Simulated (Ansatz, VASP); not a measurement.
## SiO2: VASP beside Ansatz

```xyz
6
Lattice="-2.6257 2.6257 3.7146 2.6257 -2.6257 3.7146 2.6257 2.6257 -3.7146" Properties=species:S:1:pos:R:3 pbc="T T T"
Si    0.0000    0.0000    0.0000
Si    0.0000    2.6257    1.8573
O     0.0039    1.3128    0.9287
O     1.3128    2.6296    2.7860
O    -1.3128    2.6218    2.7860
O    -0.0039    3.9385    0.9287
```

Alike in both runs: functional LDA; k mesh 6 × 6 × 6; occupations gaussian, width 0.02 eV; no spin polarisation.

Ansatz relaxed the structure, and its values are those at the end. VASP's run is a single point on that final structure, the one shown.

|  | VASP | Ansatz |
| --- | --- | --- |
| version | VASP 6.6.1 | Ansatz 0.2.0 |
| potentials or method | VASP PAW LDA potentials, release 64 (Si, O) | scalar-relativistic, plane waves, PAW |
| plane-wave cutoff (eV) | 520 | 420 |
| valence electrons in the cell | 32 | 32 |

|  | VASP | Ansatz | Ansatz less VASP |
| --- | --- | --- | --- |
| gap on the k mesh at the Fermi level (eV) | 5.27 | 5.27 | +0.004 |
| least direct gap on the mesh (eV) | 5.28 | 5.28 | +0.004 |
| pressure (GPa) | -2.6 | -3.0 | -0.42 |

A k mesh can miss the band edges. LDA gaps usually lie below the measured ones, often by a third to a half.
